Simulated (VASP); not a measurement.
Crystal: Ge.

```
Ge
1.0
     0.00000    2.82891    2.82891
     2.82891    0.00000    2.82891
     2.82891    2.82891    0.00000
Ge
2
Direct
  0.75000 0.75000 0.75000
  0.50000 0.50000 0.50000
```

Base run:

```yaml
Program: VASP 6.6.1
Functional: SCAN
Potentials_or_basis: VASP PAW PBE potentials, release 64 (Ge_d)
Cutoff: 520 eV
k_mesh: 8 × 8 × 8
Occupations: fermi-dirac, width 0.05 eV
Spin: no spin polarisation
```

Its results: band gap on the k mesh 0.17 eV, direct; pressure 0.2 GPa.

Task: The run is repeated on the same cell with these changes: functional from SCAN to r2SCAN; further incar settings from ALGO = Normal; EDIFF = 1e-06 to ALGO = Normal; EDIFF = 1e-07. What comes out?

Result: Band gap on the k mesh 0.40 eV, direct; pressure 0.6 GPa.

Caveats: the PAW data sets were made with another functional, which shifts forces and pressure a little.
